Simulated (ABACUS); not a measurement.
# AlAu under changes of volume

One of the cells (16.755 Å³/atom); the others are scaled copies at fixed shape and fractional positions:

```
Au Al
1.0
     3.22394    0.00000    0.00000
     0.00000    3.22394    0.00000
     0.00000    0.00000    3.22394
Au Al
1 1
Direct
  0.50000 0.50000 0.50000
  0.00000 0.00000 0.00000
```

The cell comes from a database or a generator and needn't be the stable form of this composition.

* Program: ABACUS 3.10.1
* Functional: PBEsol
* Potentials or basis: PseudoDojo NC SR 0.4.1 PBEsol standard
* Cutoff: 1034 eV
* Density cutoff: 4136 eV
* Basis: plane waves
* k mesh: 8 × 8 × 8
* Occupations: fermi-dirac, width 0.05 eV
* Spin: no spin polarisation

| volume (Å³/atom) | energy over the lowest point (meV/atom) | pressure (GPa) |
| --- | --- | --- |
| 15.749 | ? | ? |
| 16.084 | 0.00 | -0.8 |
| 16.419 | 4.13 | -3.2 |
| 16.755 | 13.27 | -5.4 |
| 17.090 | 26.69 | -7.2 |
| 17.425 | 43.50 | -8.7 |
| 17.760 | 63.04 | -10.0 |

What does the run at 15.749 Å³/atom give?

Energy over the lowest point 1.42 meV/atom; pressure 2.0 GPa.

Worked out: A Birch-Murnaghan fit of order 3 (a polynomial in V^(-2/3)) to the other rows has its minimum at 16.02 Å³/atom, just outside them, with B0 = V·E''(V) = 145 GPa (rough, since the energies scatter). It gives 2.04 meV/atom at 15.749 Å³/atom, against the run's 1.42, and -dE/dV = 2.6 GPa, against 2.0.

Energies are extrapolated to zero smearing.
